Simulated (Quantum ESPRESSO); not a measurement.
A calculation with Quantum ESPRESSO 7.5 of C (native input, structure typed inline):

File pw.in:

```
&CONTROL
  calculation = 'scf'
  prefix = 'pwscf'
  outdir = './tmp'
  pseudo_dir = './pseudo'
  tprnfor = .true.
  tstress = .true.
  disk_io = 'low'
/
&SYSTEM
  ibrav = 0
  nat = 12
  ntyp = 1
  ecutwfc = 55
  ecutrho = 440
  nbnd = 33
  occupations = 'smearing'
  smearing = 'fd'
  degauss = 0.00367493
/
&ELECTRONS
  conv_thr = 2.4d-09
  electron_maxstep = 120
  mixing_beta = 0.5
/
ATOMIC_SPECIES
C     12.0110 C.pbe-n-kjpaw_psl.1.0.0.UPF
CELL_PARAMETERS angstrom
   2.5221000000    0.0000000000    0.0000000000
  -1.2610500000    2.1842026709    0.0000000000
   0.0000000000    0.0000000000   12.3557000000
ATOMIC_POSITIONS crystal
C      0.6666666667    0.3333333333    0.3541700000
C      0.3333333333    0.6666666667    0.8541700000
C      0.6666666667    0.3333333333    0.1458300000
C      0.3333333333    0.6666666667    0.6458300000
C      0.6666666667    0.3333333333    0.4791700000
C      0.3333333333    0.6666666667    0.9791700000
C      0.6666666667    0.3333333333    0.0208300000
C      0.3333333333    0.6666666667    0.5208300000
C      0.0000000000    0.0000000000    0.8125000000
C      0.0000000000    0.0000000000    0.3125000000
C      0.0000000000    0.0000000000    0.6875000000
C      0.0000000000    0.0000000000    0.1875000000
K_POINTS automatic
12 12 3 0 0 0
```

File pp_density.in:

```
&INPUTPP
  prefix = 'pwscf'
  outdir = './tmp'
  filplot = 'density.dat'
  plot_num = 0
/
&PLOT
  nfile = 1
  filepp(1) = 'density.dat'
  iflag = 3
  output_format = 6
  fileout = 'density.cube'
/
```

Contents of pp_potential.in:

```
&INPUTPP
  prefix = 'pwscf'
  outdir = './tmp'
  filplot = 'potential.dat'
  plot_num = 11
/
&PLOT
  nfile = 1
  filepp(1) = 'potential.dat'
  iflag = 3
  output_format = 6
  fileout = 'potential.cube'
/
```

Potentials or basis: SSSP 1.3 efficiency PBE.

Run with:

```console
$ OMP_NUM_THREADS=1 pw.x -in pw.in > pw.out
$ OMP_NUM_THREADS=1 pp.x -in pp_density.in > pp_density.out
$ OMP_NUM_THREADS=1 pp.x -in pp_potential.in > pp_potential.out
```

This is a hexagonal form of diamond, not graphite.

Q: Write the same calculation in another form: ASE script, structure from a POSCAR.

A: As run:

Contents of run.py:

```python
import numpy as np
from ase.calculators.espresso import Espresso, EspressoProfile
from ase.io import read

atoms = read('POSCAR')

input_data = {
    'control': {'calculation': 'scf', 'prefix': 'pwscf', 'outdir': './tmp', 'tprnfor': True, 'tstress': True, 'disk_io': 'nowf'},
    'system': {'ecutwfc': 55.0, 'ecutrho': 440.0, 'nbnd': 33, 'occupations': 'smearing', 'smearing': 'fd', 'degauss': 0.00367493},
    'electrons': {'conv_thr': 2.4e-09, 'electron_maxstep': 120, 'mixing_beta': 0.5},
}
pseudopotentials = {'C': 'C.pbe-n-kjpaw_psl.1.0.0.UPF'}
profile = EspressoProfile(command='pw.x', pseudo_dir='pseudo')
dft = Espresso(profile=profile, input_data=input_data, pseudopotentials=pseudopotentials, kpts=(12, 12, 3), koffset=(0, 0, 0))
atoms.calc = dft

print(f'energy {atoms.get_potential_energy():.8f} eV')
print('forces (eV/A)')
print(np.round(atoms.get_forces(), 6))
print('stress (eV/A^3, Voigt)')
print(np.round(atoms.get_stress(), 8))
print(f'Fermi level {dft.get_fermi_level():.4f} eV')
```

File POSCAR:

```
C
1.0
    2.5221000000      0.0000000000      0.0000000000
   -1.2610500000      2.1842026709      0.0000000000
    0.0000000000      0.0000000000     12.3557000000
C
12
Direct
    0.6666666667      0.3333333333      0.3541700000
    0.3333333333      0.6666666667      0.8541700000
    0.6666666667      0.3333333333      0.1458300000
    0.3333333333      0.6666666667      0.6458300000
    0.6666666667      0.3333333333      0.4791700000
    0.3333333333      0.6666666667      0.9791700000
    0.6666666667      0.3333333333      0.0208300000
    0.3333333333      0.6666666667      0.5208300000
    0.0000000000      0.0000000000      0.8125000000
    0.0000000000      0.0000000000      0.3125000000
    0.0000000000      0.0000000000      0.6875000000
    0.0000000000      0.0000000000      0.1875000000
```

Potentials or basis: SSSP 1.3 efficiency PBE.

Run with:

```sh
$ OMP_NUM_THREADS=1 python run.py
```

Both were run:

|  | native input, structure typed inline | ASE script, structure from a POSCAR |
| --- | --- | --- |
| Pressure | 2.2 GPa | 2.2 GPa |
| Largest force | 0.331 eV/Å | 0.331 eV/Å |
| Band gap on the k mesh | 4.39 eV, indirect (least direct gap 5.31 eV) | 4.39 eV, indirect (least direct gap 5.31 eV) |

Keys that steer only the numerical path or the files written may differ.

Caveat: an odd mesh through Γ misses points on the zone boundary, where band edges often lie.
